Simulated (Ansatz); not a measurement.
# AlPt under changes of volume

One of the cells (14.774 Å³/atom); the others are scaled copies at fixed shape and fractional positions:

```
Pt Al
1.0
     3.09155    0.00000    0.00000
     0.00000    3.09155    0.00000
     0.00000    0.00000    3.09155
Pt Al
1 1
Cartesian
  1.5458 1.5458 1.5458
  0.0000 0.0000 0.0000
```

Measurements of this composition are mostly on another form, of space group No. 198.

```yaml
Program: Ansatz 0.2.0
Functional: HSE06
Potentials_or_basis: Ansatz PAW
Cutoff: "420 eV (not typed: the program's choice for these potentials)"
k_mesh: 6 × 6 × 6
Occupations: fermi-dirac, width 0.05 eV
Spin: no spin polarisation
```

| volume (Å³/atom) | energy over the lowest point (meV/atom) | pressure (GPa) |
| --- | --- | --- |
| 13.888 | ? | ? |
| 14.183 | 2.15 | 3.3 |
| 14.478 | 0.00 | -0.9 |
| 14.774 | 5.20 | -4.7 |
| 15.069 | 16.92 | -8.1 |
| 15.365 | 34.46 | -11.0 |
| 15.660 | 57.20 | -13.7 |

Question: What does the run at 13.888 Å³/atom give?

Answer: Energy over the lowest point 12.61 meV/atom; pressure 8.1 GPa.

Worked out: A Birch-Murnaghan fit of order 3 (a polynomial in V^(-2/3)) to the other rows has its minimum at 14.41 Å³/atom with B0 = V·E''(V) = 199 GPa and B' = 4.6. It gives 12.47 meV/atom at 13.888 Å³/atom, against the run's 12.61, and -dE/dV = 8.0 GPa, against 8.1.

Energies are extrapolated to zero smearing.

Caveats: the PAW data sets come from PBE, with cores solved anew for the run's functional, which leaves a small shift of forces and pressure; the thresholds are loose for stress.
